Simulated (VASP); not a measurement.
# Si2W (I4/mmm) in VASP: further runs, part 2 of 3

VASP 6.6.1. Earlier steps stand in the parts before.

## 3. Relaxation of cell and atoms, PBEsol

This run uses another cell than the first one, of 13.48 Å³/atom, 0.986 times its volume.

Input file INCAR:

```
PREC     = Accurate       # precision mode
ENCUT    = 600            # plane-wave cutoff, eV
EDIFF    = 1E-6           # SCF threshold, eV
ISMEAR   = 1              # smearing method
SIGMA    = 0.1            # smearing width, eV
LREAL    = F              # projectors in reciprocal space
LASPH    = T              # aspherical terms in the spheres
NELM     = 80             # most SCF steps
ALGO     = Normal         # electronic algorithm
ISIF     = 3              # what is computed and relaxed
LWAVE    = F              # write WAVECAR
LCHARG   = F              # write CHGCAR
GGA      = PS             # functional
IBRION   = 2              # ionic algorithm
NSW      = 90             # ionic steps
EDIFFG   = -0.01          # ionic threshold
```

Input file KPOINTS:

```
regular mesh
0
Gamma
  16 16 16
```

Input file POSCAR:

```
Si2W
1.0
   -1.6069000000      1.6069000000      3.9149500000
    1.6069000000     -1.6069000000      3.9149500000
    1.6069000000      1.6069000000     -3.9149500000
Si W
2 1
Direct
    0.3347000000      0.3347000000      0.0000000000
    0.6653000000      0.6653000000      0.0000000000
    0.0000000000      0.0000000000      0.0000000000
```

Potentials or basis: VASP PAW PBE potentials, release 64 (Si, W_sv).

On the command line:

```console
> cat potpaw_PBE.64/Si/POTCAR potpaw_PBE.64/W_sv/POTCAR > POTCAR
> mpirun -np 1 vasp_std > vasp.out
```

OUTCAR:

```text
PREC = Accurate
   ENCUT = 600
   EDIFF = 1E-6
   ISMEAR = 1
   LREAL = F
   LASPH = T
   NELM = 80
   ISIF = 3
   GGA = PS
   IBRION = 2
   NSW = 90
   EDIFFG = -0.01

 ion  position               nearest neighbor table
   1  0.335  0.335  0.000-   2 2.59   3 2.62   3 2.62   3 2.62   3 2.62   3 2.62   2 2.63   2 2.63
                             2 2.63   2 2.63
   2  0.665  0.665  0.000-   1 2.59   3 2.62   3 2.62   3 2.62   3 2.62   3 2.62   1 2.63   1 2.63
                             1 2.63   1 2.63
   3  0.000  0.000  0.000-   2 2.62   2 2.62   2 2.62   1 2.62   2 2.62   1 2.62   1 2.62   1 2.62
                             1 2.62   2 2.62

  LATTYP: Found a body centered tetragonal cell.
 ALAT       =     3.2138000000
 C/A-ratio  =     2.4363370465

  Lattice vectors:

 A1 = (  -1.6069000000,   1.6069000000,   3.9149500000)
 A2 = (   1.6069000000,  -1.6069000000,   3.9149500000)
 A3 = (   1.6069000000,   1.6069000000,  -3.9149500000)

Analysis of symmetry for initial positions (statically):
=====================================================================
 Subroutine PRICEL returns:
 Original cell was already a primitive cell.

 Routine SETGRP: Setting up the symmetry group for a
 body centered tetragonal supercell.

 Subroutine GETGRP returns: Found 16 space group operations
 (whereof 16 operations were pure point group operations)
 out of a pool of 16 trial point group operations.

The static configuration has the point symmetry D_4h.

Analysis of symmetry for dynamics (positions and initial velocities):
=====================================================================
 Subroutine PRICEL returns:
 Original cell was already a primitive cell.

 Routine SETGRP: Setting up the symmetry group for a
 body centered tetragonal supercell.

 Subroutine GETGRP returns: Found 16 space group operations
 (whereof 16 operations were pure point group operations)
 out of a pool of 16 trial point group operations.

[... 145 lines left out ...]
 Free energy of the ion-electron system (eV)
  ---------------------------------------------------
  ext. energy  EPLUGINS =         0.00000000
  ---------------------------------------------------
  free energy    TOTEN  =       -26.63848587 eV

  energy without entropy =      -26.63844296  energy(sigma->0) =      -26.63847157

------------------------ aborting loop because EDIFF is reached ----------------------------------------

  FORCE on cell =-STRESS in cart. coord.  units (eV):
  Direction    XX          YY          ZZ          XY          YZ          ZX
  --------------------------------------------------------------------------------------
  -------------------------------------------------------------------------------------
  Total       -0.4568087     -0.4568087     -0.3362754      0.0000000      0.0000000      0.0000000
  in kB      -18.1001040    -18.1001040    -13.3242186      0.0000000      0.0000000      0.0000000
  external PRESSURE =     -16.5081422 kB  Pullay stress =       0.0000000 kB
[... 135 lines left out ...]
--------------------------------------- Ionic step        5  -------------------------------------------

 number of electron      21.9999999 magnetization

 Free energy of the ion-electron system (eV)
  ---------------------------------------------------
  ext. energy  EPLUGINS =         0.00000000
  ---------------------------------------------------
  free energy    TOTEN  =       -26.64010675 eV

  energy without entropy =      -26.64012829  energy(sigma->0) =      -26.64011393

 E-fermi :  11.9563     XC(G=0): -12.6410

 val. band max:       11.9543662281   @ k =  -0.0625   0.0625   0.0000
 cond. band min:      11.9615896017   @ k =   0.0625   0.0625   0.0000
 fundamental gap:      0.0072233736
 Fermi energy:        11.9562676876

 k-point     1 :       0.0000    0.0000    0.0000
  band No.  band energies     occupation
      1     -61.8263      2.00000
      2     -26.0992      2.00000
      3     -26.0714      2.00000
      4     -26.0714      2.00000
      5      -2.1681      2.00000
      6       5.0545      2.00000
      7       8.2318      2.00000
      8       8.5733      2.00000
      9       9.1089      2.00000
     10       9.1089      2.00000
     11      12.5913     -0.00000
     12      14.7795      0.00000
     13      14.8415      0.00000
     14      15.0947      0.00000
[... 401 lines left out ...]
      2     -26.0976      2.00000
      3     -26.0798      2.00000
      4     -26.0788      2.00000
      5      -2.0400      2.00000
      6       5.1719      2.00000
      7       7.8016      2.00000
      8       8.6040      2.00000
      9       8.7758      2.00000
     10       9.5584      2.00000
     11      11.9544      1.03218
     12      14.5932      0.00000
     13      15.1893      0.00000
     14      15.2172      0.00000
     15      15.2340      0.00000

 [... further k-points ...]

------------------------ aborting loop because EDIFF is reached ----------------------------------------

  FORCE on cell =-STRESS in cart. coord.  units (eV):
  Direction    XX          YY          ZZ          XY          YZ          ZX
  --------------------------------------------------------------------------------------
  -------------------------------------------------------------------------------------
  Total        0.0074482      0.0074482     -0.0212949      0.0000000      0.0000000      0.0000000
  in kB        0.2972701      0.2972701     -0.8499168      0.0000000      0.0000000      0.0000000
  external PRESSURE =      -0.0851256 kB  Pullay stress =       0.0000000 kB
[... 18 lines left out ...]
  FREE ENERGIE OF THE ION-ELECTRON SYSTEM (eV)
  ---------------------------------------------------
  free  energy   TOTEN  =       -26.6401067525 eV

  energy  without entropy=      -26.6401282853  energy(sigma->0) =      -26.64011393

 reached required accuracy - stopping structural energy minimisation
```

Wall time 5 min (1 thread of Intel Xeon 6975P-C (Granite Rapids), shared host); peak memory 0.41 GiB.

What came out:

```
Free energy                            : -26.6401 eV
Relaxed volume                         : 13.38 Å³/atom
Relaxed cell                           : a = 4.519 Å, b = 4.519 Å, c = 4.519 Å, α = 138.48°, β = 138.48°, γ = 60.17°
Space group after relaxing (to 0.05 Å) : I4/mmm (No. 139)
Energy gained by relaxing              : 0.5 meV/atom
Ionic steps                            : 5
Pressure after relaxing                : 0.0 GPa
Largest force after relaxing           : 0.009 eV/Å
Band gap on the k mesh                 : none (metal or under the smearing width)
```

Forces on the atoms (eV/Å):
```
Si   0.000  0.000 -0.009
Si   0.000  0.000  0.009
W    0.000  0.000  0.000
```

The path:
| step | energy change (eV) | largest force (eV/Å) | pressure (GPa) | volume (Å³) |
| --- | --- | --- | --- | --- |
| 1 | 0.0000 | 0.0226 | -1.65 | 40.44 |
| 2 | 0.0034 | 0.0545 | 3.12 | 39.63 |
| 3 | -0.0015 | 0.0339 | 0.04 | 40.14 |
| 4 | -0.0016 | 0.0033 | -0.02 | 40.14 |
| 5 | -0.0016 | 0.0089 | -0.01 | 40.14 |

Final structure:
```
Si W
1.0
    -1.60198    1.60198    3.91054
     1.60198   -1.60198    3.91054
     1.60198    1.60198   -3.91054
Si W
2 1
Cartesian
  0.0000 0.0000 2.6161
  0.0000 0.0000 5.2049
  0.0000 0.0000 0.0000
```

Levels at points of the mesh, in eV from the Fermi level:
| k point | band 9 | band 10 | band 11 | band 12 | band 13 | band 14 |
| --- | --- | --- | --- | --- | --- | --- |
| (0.00, 0.00, 0.00) | -2.85 | -2.85 | 0.64 | 2.82 | 2.89 | 3.14 |
| (0.50, 0.00, 0.00) | -2.80 | -2.80 | -0.44 | 2.73 | 2.83 | 3.96 |
| (0.50, 0.50, 0.00) | -5.04 | -3.29 | -1.74 | 2.83 | 3.00 | 3.16 |
| (0.50, 0.50, 0.50) | -0.81 | -0.81 | -0.50 | -0.50 | 0.81 | 4.53 |

Caveat: the PAW data sets were made with another functional, which shifts forces and pressure a little. The run has no spin-orbit coupling, so splittings on W are missing.

## 4. Relaxation of cell and atoms, PBEsol

This run uses another cell than the first one, of 13.38 Å³/atom, 0.979 times its volume.

Changes to INCAR since step 3:

```diff
@@ -2,3 +2,3 @@
 ENCUT    = 600            # plane-wave cutoff, eV
-EDIFF    = 1E-6           # SCF threshold, eV
+EDIFF    = 1E-7           # SCF threshold, eV
 ISMEAR   = 1              # smearing method
@@ -15,2 +15,2 @@
 NSW      = 90             # ionic steps
-EDIFFG   = -0.01          # ionic threshold
+EDIFFG   = -0.005         # ionic threshold
```

KPOINTS is that of step 3.

Input file POSCAR:

```
Si2W                                    
1.0
   -1.6019802465      1.6019802465      3.9105373517
    1.6019802465     -1.6019802465      3.9105373517
    1.6019802465      1.6019802465     -3.9105373517
  Si              W             
     2     1
Direct
     0.3344996566706695    0.3344996566706695    0.0000000000000000
     0.6655003433293306    0.6655003433293306    0.0000000000000000
     0.0000000000000000    0.0000000000000000    0.0000000000000000
```

On the command line:

```console
> cat potpaw_PBE.64/Si/POTCAR potpaw_PBE.64/W_sv/POTCAR > POTCAR
> mpirun -np 1 vasp_std > vasp.out
```

Wall time 3 min (1 thread of Intel Xeon 6975P-C (Granite Rapids), shared host); peak memory 0.41 GiB.

The run converged. Its results:

```yaml
Free_energy: -26.6401 eV
Energy_gained_by_relaxing: 0.0 meV/atom
Ionic_steps: 3
Pressure_after_relaxing: 0.0 GPa
Band_gap_on_the_k_mesh: none (metal or under the smearing width)
```

Forces on the atoms (eV/Å):
```
Si   0.000  0.000 -0.003
Si   0.000  0.000  0.003
W    0.000  0.000  0.000
```

Final structure:
```yaml
crystal:
  lattice:
    - [-1.60211, 1.60211, 3.90958]
    - [1.60211, -1.60211, 3.90958]
    - [1.60211, 1.60211, -3.90958]
  atoms:
    - { symbol: Si, position: [0.33446, 0.33446, 0.00000] }
    - { symbol: Si, position: [0.66554, 0.66554, 0.00000] }
    - { symbol: W, position: [0.00000, 0.00000, 0.00000] }
```

Levels at points of the mesh, in eV from the Fermi level:
```csv
k point,band 7,band 8,band 9,band 10,band 11,band 12,band 13,band 14,band 15
"(0.00, 0.00, 0.00)",-3.72,-3.38,-2.85,-2.85,0.63,2.82,2.88,3.14,3.14
"(0.50, 0.00, 0.00)",-5.78,-4.86,-2.80,-2.80,-0.44,2.73,2.82,3.97,4.48
"(0.50, 0.50, 0.00)",-6.03,-5.46,-5.04,-3.29,-1.74,2.83,3.00,3.16,3.91
"(0.50, 0.50, 0.50)",-3.91,-2.61,-0.81,-0.81,-0.50,-0.50,0.81,4.53,4.98
```

Caveat: the PAW data sets were made with another functional, which shifts forces and pressure a little. The run has no spin-orbit coupling, so splittings on W are missing.

## 5. Relaxation of cell and atoms, LDA

This run uses another cell than the first one, of 13.48 Å³/atom, 0.986 times its volume.

Input file INCAR:

```
SYSTEM = Si2W
  PREC = Accurate
  ENCUT = 600
  EDIFF = 1E-6
  ISMEAR = 1
  SIGMA = 0.1
  LREAL = .FALSE.
  LASPH = .TRUE.
  NELM = 80
  ALGO = Normal
  ISIF = 3
  LWAVE = .FALSE.
  LCHARG = .FALSE.
  IBRION = 2
  NSW = 90
  EDIFFG = -0.01
```

Input file KPOINTS:

```
regular mesh
0
G
  16 16 16
  0 0 0
```

Input file POSCAR:

```
Si2W
1.0
   -1.6069000000      1.6069000000      3.9149500000
    1.6069000000     -1.6069000000      3.9149500000
    1.6069000000      1.6069000000     -3.9149500000
Si W
2 1
Direct
    0.3347000000      0.3347000000      0.0000000000
    0.6653000000      0.6653000000      0.0000000000
    0.0000000000      0.0000000000      0.0000000000
```

Potentials or basis: VASP PAW LDA potentials, release 64 (Si, W_sv).

On the command line:

```console
> cat potpaw_LDA.64/Si/POTCAR potpaw_LDA.64/W_sv/POTCAR > POTCAR
> mpirun -np 1 vasp_std > vasp.out
```

It took 14 min on 1 thread of Intel Xeon Platinum 8488C (Sapphire Rapids), shared host; peak memory 0.39 GiB.

Results (log left out):

```
Free energy                            : -27.3567 eV
Relaxed volume                         : 13.19 Å³/atom
Relaxed cell                           : a = 4.497 Å, b = 4.497 Å, c = 4.497 Å, α = 138.46°, β = 138.46°, γ = 60.20°
Space group after relaxing (to 0.05 Å) : I4/mmm (No. 139)
Energy gained by relaxing              : 4.6 meV/atom
Ionic steps                            : 8
Pressure after relaxing                : 0.0 GPa
Band gap on the k mesh                 : none (metal or under the smearing width)
```

The path:
```csv
step,energy change (eV),largest force (eV/Å),pressure (GPa),volume (Å³)
1,0.0000,0.0427,-5.04,40.44
2,0.0372,0.1822,10.69,38.01
3,-0.0137,0.0293,-0.07,39.59
4,-0.0138,0.0311,-0.01,39.57
5,-0.0139,0.0043,0.03,39.56
6,-0.0139,0.0115,0.02,39.56
7,-0.0139,0.0119,0.02,39.56
8,-0.0139,0.0006,-0.03,39.57
```

Final structure:
```cif
data_structure
_symmetry_space_group_name_H-M 'P 1'
_symmetry_Int_Tables_number 1
_cell_length_a 4.4967
_cell_length_b 4.4967
_cell_length_c 4.4967
_cell_angle_alpha 138.462
_cell_angle_beta 138.462
_cell_angle_gamma 60.196
_cell_volume 39.57
loop_
_atom_site_label
_atom_site_type_symbol
_atom_site_fract_x
_atom_site_fract_y
_atom_site_fract_z
_atom_site_occupancy
Si1 Si 0.33460 0.33460 0.00000 1
Si2 Si 0.66540 0.66540 0.00000 1
W1 W 0.00000 0.00000 0.00000 1
```

Levels at points of the mesh, in eV from the Fermi level:
| k point | band 9 | band 10 | band 11 | band 12 | band 13 | band 14 |
| --- | --- | --- | --- | --- | --- | --- |
| (0.00, 0.00, 0.00) | -2.87 | -2.87 | 0.63 | 2.90 | 2.96 | 3.20 |
| (0.50, 0.00, 0.00) | -2.83 | -2.83 | -0.45 | 2.76 | 2.85 | 4.02 |
| (0.50, 0.50, 0.00) | -5.05 | -3.32 | -1.65 | 2.90 | 3.02 | 3.21 |
| (0.50, 0.50, 0.50) | -0.78 | -0.78 | -0.51 | -0.51 | 0.82 | 4.57 |

[end of part 2 of 3]
